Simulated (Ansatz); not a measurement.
# K2S: the cost of one run

Program: Ansatz 0.2.0. PAW datasets, plane waves. No spin polarisation and no zero-point or thermal motion.

### 1 The structure to begin with

The unstrained cell was relaxed with r2SCAN; in each strained cell the atoms were relaxed again with r2SCAN. Names of k-points are those of the unstrained zone, where strain can split equivalent points. First state: -1.6 % shear in the xy plane.

The symmetry is Immm (No. 71, orthorhombic); a = 5.194 Å, b = 5.279 Å, c = 7.405 Å in the conventional setting, 33.84 Å³ an atom. Around K lie 4 S at 3.20–3.22 Å; around S lie 8 K at 3.20–3.22 Å.

Structure file:

```
CELL_PARAMETERS angstrom
-0.02981 3.70272 3.70272
3.70272 -0.02981 3.70272
3.67291 3.67291 0.00000
ATOMIC_POSITIONS crystal
K 0.25148 0.25148 0.24852
K 0.74852 0.74852 0.75148
S 0.00000 0.00000 0.00000
```

### 2 -1.6 % shear in the xy plane: PBE

input.yaml

```yaml
crystal:
  lattice:
    - [-0.0298068855, 3.7027186978, 3.7027186978]
    - [3.7027186978, -0.0298068855, 3.7027186978]
    - [3.6729118123, 3.6729118123, 0.0]
  atoms:
    - { symbol: K, position: [0.2514771308, 0.2514771308, 0.2485228692] }
    - { symbol: K, position: [0.7485228692, 0.7485228692, 0.7514771308] }
    - { symbol: S, position: [0.0, 0.0, 0.0] }
kpoints:
  mp_grid: { grid: [6, 6, 6] }
  band_path:
    path:
      - [0.0, 0.0, 0.0]
      - [0.5, 0.0, 0.5]
      - [0.625, 0.25, 0.625]
      - [0.375, 0.375, 0.75]
      - [0.5, 0.5, 0.5]
      - [0.5, 0.25, 0.75]
      - [0.5, 0.5, 0.0]
    npoints: 1
hamiltonian:
  xc: pbe
scf:
  occupations: { method: fermi_dirac, width: 0.02 }
  n_extra_bands: 4
output:
  forces: true
  stress: true
  eigenvalues: true
  write_density: true
  write_potential: true
  elf: true
  volumetric_format: npy
```

Started as:

```
$ ansatz run input.yaml --threads 4 --pin off --max-ram 5529MiB --backend cpu --events-out ev --progress --plain --runs-dir out
```

Q: Estimate wall time and peak memory on 4 threads of Arm Neoverse N1, shared host.

About 2.5 s, with a peak of 0.4 GiB.
